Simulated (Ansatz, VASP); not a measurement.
## Fe: VASP beside Ansatz

```xyz
1
Lattice="-1.4346 1.4346 1.4346 1.4346 -1.4346 1.4346 1.4346 1.4346 -1.4346" Properties=species:S:1:pos:R:3 pbc="T T T"
Fe    0.0000    0.0000    0.0000
```

Alike in both runs: task single point; functional r2SCAN; k mesh 15 × 15 × 15; occupations fermi-dirac, width 0.1 eV; collinear spin.

```csv
,VASP,Ansatz
version,VASP 6.6.1,Ansatz 0.2.0
potentials or method,"VASP PAW PBE potentials, release 64 (Fe)","plane waves (500 eV) with PAW, scalar-relativistic"
plane-wave cutoff (eV),520,500
valence electrons in the cell,8,16
```

```tsv
	VASP	Ansatz	Ansatz less VASP
pressure (GPa)	-0.4	0.0	+0.38
net moment per atom (μB)	2.67	2.67	+0.002
size of the moment on the site where the two differ most (μB)	2.73	2.82	+0.087
```

Site moments also hang on the region over which each program counts them. The two sets of potentials don't hold the same shells in valence. Ansatz warned: «stability_check_not_made».

Caveats: the PAW data sets were made with another functional, which shifts forces and pressure a little (VASP).
